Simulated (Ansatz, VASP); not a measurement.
## Ba in VASP and in Ansatz

```
Ba
1.0
    -2.37500    2.37500    2.56250
     2.37500   -2.37500    2.56250
     2.37500    2.37500   -2.56250
Ba
1
Direct
  0.00000 0.00000 0.00000
```

Change from the starting cell: strain -0.050 along x and y, +0.025 along z, atoms carried along.

Alike in both runs: task single point; functional PBE; k mesh 14 × 14 × 14; occupations gaussian, width 0.15 eV; no spin polarisation.

|  | VASP | Ansatz |
| --- | --- | --- |
| version | VASP 6.6.1 | Ansatz 0.2.0 |
| potentials or method | VASP PAW PBE potentials, release 64 (Ba_sv) | scalar-relativistic, plane waves, PAW |
| plane-wave cutoff (eV) | 520 | 420 |
| valence electrons in the cell | 10 | 10 |

VASP gave:

| Property | Result |
| --- | --- |
| gap on the k mesh at the Fermi level (eV) | none |
| pressure (GPa) | 1.0 |
| largest component of the traceless stress (GPa) | 0.23 |

Task: What did Ansatz give for the same quantities?

Result: gap on the k mesh at the Fermi level (eV): none; pressure (GPa): 0.9; largest component of the traceless stress (GPa): 0.23.

A gap of «none» marks a metal or a gap that the smearing closes. With one functional, cell and mesh, what is left measures potentials, basis and numerics.

Spin-orbit coupling is left out, which matters for the levels of Ba.
